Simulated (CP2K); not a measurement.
A run of CP2K 2026.2:

Contents of bn_scf.inp:

```
&GLOBAL
  PROJECT bn_scf
  RUN_TYPE ENERGY_FORCE
  PRINT_LEVEL LOW
&END GLOBAL
&FORCE_EVAL
  METHOD QS
  STRESS_TENSOR ANALYTICAL
  &DFT
    BASIS_SET_FILE_NAME BASIS_MOLOPT_UZH
    POTENTIAL_FILE_NAME POTENTIAL_UZH
    &MGRID
      CUTOFF 450
      REL_CUTOFF 60
      NGRIDS 4
    &END MGRID
    &QS
      METHOD GPW
      EPS_DEFAULT 1.0E-10
    &END QS
    &KPOINTS
      SCHEME MONKHORST-PACK 13 13 13
      GAMMA_CENTERED T
      SYMMETRY T
      SYMMETRY_BACKEND SPGLIB
    &END KPOINTS
    &SCF
      SCF_GUESS ATOMIC
      EPS_SCF 1.0E-6
      MAX_SCF 100
      ADDED_MOS 10
      CHOLESKY OFF
      EPS_EIGVAL 1.0E-7
      &DIAGONALIZATION ON
        ALGORITHM STANDARD
      &END DIAGONALIZATION
      &MIXING ON
        METHOD BROYDEN_MIXING
        ALPHA 0.4
        BETA 1.5
        NBUFFER 8
      &END MIXING
      &SMEAR ON
        METHOD GAUSSIAN
        SIGMA [eV] 0.017
      &END SMEAR
    &END SCF
    &XC
      &XC_FUNCTIONAL PBE
      &END XC_FUNCTIONAL
    &END XC
    &PRINT
      &KPOINTS ON
      &END KPOINTS
      &MULLIKEN ON
      &END MULLIKEN
      &MO ON
        ENERGIES T
        OCCUPATION_NUMBERS T
        &EACH
          QS_SCF 0
        &END EACH
        ADD_LAST NUMERIC
      &END MO
      &LOWDIN ON
      &END LOWDIN
      &HIRSHFELD ON
        SHAPE_FUNCTION DENSITY
      &END HIRSHFELD
    &END PRINT
  &END DFT
  &SUBSYS
    &CELL
      ABC 2.5639706028 2.5639706028 2.5639706028
      ALPHA_BETA_GAMMA 59.9999999995 60.0000000003 60.0000000002
      PERIODIC XYZ
    &END CELL
    &COORD
      SCALED
      N   0.2500000000 0.2500000000 0.2500000000
      B   0.0000000000 0.0000000000 0.0000000000
    &END COORD
    &KIND N
      BASIS_SET TZVP-MOLOPT-PBE-GTH-q5
      POTENTIAL GTH-PBE-q5
    &END KIND
    &KIND B
      BASIS_SET TZVP-MOLOPT-PBE-GTH-q3
      POTENTIAL GTH-PBE-q3
    &END KIND
    &PRINT
      &ATOMIC_COORDINATES ON
      &END ATOMIC_COORDINATES
      &CELL ON
      &END CELL
      &SYMMETRY ON
      &END SYMMETRY
    &END PRINT
  &END SUBSYS
  &PRINT
    &FORCES ON
    &END FORCES
    &STRESS_TENSOR ON
    &END STRESS_TENSOR
  &END PRINT
&END FORCE_EVAL
```

Potentials or basis: POTENTIAL_UZH N GTH-PBE-q5, B GTH-PBE-q3; TZVP-MOLOPT-PBE-GTH basis.

Launch:

```console
$ OMP_NUM_THREADS=1 cp2k.psmp -i bn_scf.inp -o bn_scf.out
```

Hardware: 1 thread of Arm Neoverse V1, on a shared host.

Q: Estimate the wall time of this run.

A: It took 99 s on 1 thread of Arm Neoverse V1, with other jobs on the host, peak memory 0.23 GiB. Counts: scf iterations 15, k points 84, basis 34, bands 14, force evaluations 1.
